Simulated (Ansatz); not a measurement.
CdSe (Cadmoselite), 4 atoms in the cell. The structure is hexagonal, space group P6_3mc (No. 186). The conventional cell has a = 4.300 Å, b = 4.300 Å, c = 7.020 Å, α = 90.00°, β = 90.00°, γ = 120.00°. Cd (site symmetry 3m) has 4 Se at 2.61 to 2.70 Å as nearest neighbours. Se (site symmetry 3m) has 4 Cd at 2.61 to 2.70 Å as nearest neighbours. 

* Program: Ansatz 0.2.0
* Task: band structure
* Functional: PBEsol
* Potentials or basis: all-electron LAPW, scalar-relativistic
* Cutoff: 257 eV (chosen from the basis error)
* Basis error allowed: 0.002 eV/atom
* k mesh: 7 × 7 × 4
* Occupations: fermi-dirac, width 0.05 eV
* Spin: no spin polarisation

Potentials or basis: all-electron LAPW, scalar-relativistic.

Run with:

```console
$ ansatz run input.yaml --threads 2 --pin off --max-ram 6144MiB --backend cpu --events-out ev --progress --plain --runs-dir out
```

Hardware: 2 threads of Arm Neoverse V2 (shared host).

Task: How long does it take, and how much memory?

Result: Run time: 51 s on 2 threads of Arm Neoverse V2, with other jobs on the host, peak memory 0.47 GiB. Counts: scf iterations 9, plane waves 1087, k points 24, bands 53.
